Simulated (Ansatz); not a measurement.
Computed with DFT PBE, scalar-relativistic, plane waves, PAW (Ansatz 0.2.0). All cells share a 420 eV cutoff and Γ-centred k meshes spaced at most 0.3 Å⁻¹ (0.19 for metals, 2π included).

These are static lattice energies at zero pressure. The comparison covers the computed candidates alone. The k mesh leaves about 4 meV/atom of noise in metals. No run is spin-polarised.

3 distinct structures were compared, and 2 of them are shown here.

(1) Which of these relaxed structures of Zr3C2 is the lowest in energy?
A.

```cif
data_structure
_symmetry_space_group_name_H-M 'R-3m:H'
_symmetry_Int_Tables_number 166
_cell_length_a 3.3404
_cell_length_b 3.3404
_cell_length_c 24.3649
_cell_angle_alpha 90.000
_cell_angle_beta 90.000
_cell_angle_gamma 120.000
_cell_volume 235.44
loop_
_atom_site_label
_atom_site_type_symbol
_atom_site_symmetry_multiplicity
_atom_site_Wyckoff_symbol
_atom_site_fract_x
_atom_site_fract_y
_atom_site_fract_z
_atom_site_occupancy
Zr1 Zr 3 a 0.00000 0.00000 0.00000 1
Zr2 Zr 6 c 0.00000 0.00000 0.22677 1
C1 C 6 c 0.33333 0.66667 0.05796 1
```

B.

```cif
data_structure
_symmetry_space_group_name_H-M 'P-62m'
_symmetry_Int_Tables_number 189
_cell_length_a 5.6444
_cell_length_b 5.6444
_cell_length_c 2.9934
_cell_angle_alpha 90.000
_cell_angle_beta 90.000
_cell_angle_gamma 120.000
_cell_volume 82.59
loop_
_atom_site_label
_atom_site_type_symbol
_atom_site_symmetry_multiplicity
_atom_site_Wyckoff_symbol
_atom_site_fract_x
_atom_site_fract_y
_atom_site_fract_z
_atom_site_occupancy
Zr1 Zr 3 f 0.36239 0.36239 0.00000 1
C1 C 2 d 0.33333 0.66667 0.50000 1
```

Answers

(1) A. The R-3m (No. 166) one; the other lies 634 meV/atom higher.